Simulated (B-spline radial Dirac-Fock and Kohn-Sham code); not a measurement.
# The Ti-like isoelectronic sequence (22 electrons), Z = 22 to 36

Level of theory: multi-electron Dirac-Fock with separately optimised hole states, Breit and Lamb-shift corrections added in first order; a B-spline atomic structure program. Binding energies in eV, tabulated ground configurations. Correlation and solid-state effects are left out.

| ion | configuration | 1s | 2s | 3p1/2 | 3p3/2 | outermost level | NIST ionisation energy |
| --- | --- | --- | --- | --- | --- | --- | --- |
| Ti | [Ar] 3d2 4s2 | 4976.3 | 574.1 | 45.59 | 44.95 | 5.84 (4s) | 6.82812 |
| V⁺ | [Ar] 3d4 | 5479.1 | 642.2 | 54.68 | 53.90 | 12.58 (3d) | 14.634 ± 0.007 |
| Cr²⁺ | [Ar] 3d4 | ? | ? | ? | ? | ? | ? |
| Mn³⁺ | [Ar] 3d4 | 6591.8 | 826.6 | 102.4 | 101.1 | 48.93 (3d) | 51.21 ± 0.12 |
| Fe⁴⁺ | [Ar] 3d4 | 7191.5 | 930.6 | 131.8 | 130.1 | 72.71 (3d) | 75 ± 0.15 |
| Co⁵⁺ | [Ar] 3d4 | 7820.0 | 1042.1 | 164.6 | 162.5 | 99.88 (3d) | 102 ± 0.2 |
| Ni⁶⁺ | [Ar] 3d4 | 8477.2 | 1161.2 | 200.7 | 198.2 | 130.3 (3d) | 132 ± 2 |
| Cu⁷⁺ | [Ar] 3d4 | 9163.2 | 1287.7 | 240.1 | 237.1 | 164.0 (3d) | 166 ± 2.1 |
| Zn⁸⁺ | [Ar] 3d4 | 9878.1 | 1421.6 | 282.8 | 279.1 | 200.9 (3d) | 203 ± 2 |
| Ga⁹⁺ | [Ar] 3d4 | 10621.9 | 1563.0 | 328.6 | 324.3 | 241.0 (3d) | 244 ± 2.5 |
| Ge¹⁰⁺ | [Ar] 3d4 | 11394.9 | 1711.8 | 377.8 | 372.5 | 284.1 (3d) | 286 ± 3 |
| As¹¹⁺ | [Ar] 3d4 | 12197.1 | 1868.0 | 430.1 | 423.9 | 330.4 (3d) | 333 ± 2.5 |
| Se¹²⁺ | [Ar] 3d4 | 13028.6 | 2031.7 | 485.6 | 478.4 | 379.8 (3d) | 383 ± 3 |
| Br¹³⁺ | [Ar] 3d4 | 13889.6 | 2202.9 | 544.4 | 536.0 | 432.3 (3d) | 436 ± 3 |
| Kr¹⁴⁺ | [Ar] 3d4 | 14780.3 | 2381.6 | 606.4 | 596.7 | 487.8 (3d) | 492 ± 5 |

Task: Fill in the row of Cr²⁺.

Result: 1s 6020.9, 2s 730.3, 3p1/2 76.53, 3p3/2 75.52, outermost 28.75 (3d), NIST 30.959 ± 0.025 eV.

NIST's values are for the lowest levels; a dash marks a value that is missing or belongs to another shell. Their kind here: measured, semi-empirical, theoretical. Where a p, d or f shell is open in either ion the computed value averages over both j values and all terms, while the table refers to the lowest levels; that difference holds spin-orbit splitting (largest in heavy or highly charged ions), term energies where several electrons share open shells, and correlation, and it can reach 10 % or more.
